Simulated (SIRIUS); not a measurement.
Runs of SIRIUS 7.12.0 on Cu. It takes space group Fm-3m (No. 225, cubic). The conventional cell has a = 3.615 Å, b = 3.615 Å, c = 3.615 Å, α = 90.00°, β = 90.00°, γ = 90.00°. Around Cu (site symmetry m-3m) lie 12 Cu at 2.56 Å. 

| task | level | potentials or basis | cutoff (eV) | muffin tin radii | basis cutoff (gk_cutoff) | valence relativity | smallest sphere radius times basis cutoff | reference energy of the basis | V0 of scaled cells (Å³/atom) | B0 (GPa) |
| --- | --- | --- | --- | --- | --- | --- | --- | --- | --- | --- |
| equation of state | PBE | all-electron FP-LAPW, apw+lo standard | 194 | Cu 2.33 bohr | 3.78 1/bohr | iora | 8.81 | - | 11.92 | 142 |
| equation of state | AM05 | all-electron FP-LAPW, apw+lo standard | 194 | Cu 2.33 bohr | 3.78 1/bohr | iora | 8.81 | - | 11.27 | (b) |
| equation of state | PBEsol | all-electron FP-LAPW, apw+lo standard | 194 | Cu 2.33 bohr | 3.78 1/bohr | iora | 8.81 | - | 11.30 | 174 |
| equation of state | RPBE | all-electron FP-LAPW, apw+lo standard | 194 | Cu 2.33 bohr | 3.78 1/bohr | iora | 8.81 | - | 12.36 | 122 |
| equation of state | PW91 | all-electron FP-LAPW, apw+lo standard | 194 | Cu 2.33 bohr | 3.78 1/bohr | iora | 8.81 | - | 11.91 | 142 |
| equation of state | revPBE | all-electron FP-LAPW, apw+lo standard | 194 | Cu 2.33 bohr | 3.78 1/bohr | iora | 8.81 | - | 12.23 | (a) |

Alike in all rows: no spin polarisation; cell as given; k mesh 13 × 13 × 13; smearing fermi-dirac 0.05 eV.

Question: Estimate the missing entries.

Answer: (a) 127; (b) 172.
